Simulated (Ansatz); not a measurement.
The calculation used Ansatz, DFT PBE, scalar-relativistic, plane waves, PAW.

Settings: cutoff 420 eV, Γ-centred mesh 12×12×12 on the computed 2-atom cell, Gaussian smearing of 0.02 eV; no spin polarisation.

```
B N
1.0
     1.26380    0.72966    3.48154
    -1.29654    0.77970    3.48296
     0.02697   -1.51270    3.48296
B N
1 1
Cartesian
  0.1248 0.0720 10.4619
  -0.1324 -0.0765 3.4586
```

Is this geometry at equilibrium? Which atom feels the largest force?

It isn't. Atom 2 (N) feels (4.40, 2.54, 0.35) eV/Å, 5.094 eV/Å in size, and symmetry-related atoms feel the same size.

Give all forces and the stress.

```json
{"atom": "B1", "Fx": "-4.401", "Fy": "-2.541", "Fz": "-0.354"}
{"atom": "N2", "Fx": "4.401", "Fy": "2.541", "Fz": "0.354"}
```
Stress (GPa, compression positive):
```
 -6.16   3.63  -1.12
  3.63 -10.35  -0.65
 -1.12  -0.65   1.29
```

The cell holds layers, and where no dispersion correction was added their binding is poorly described.

This form isn't the usual stable structure of the compound.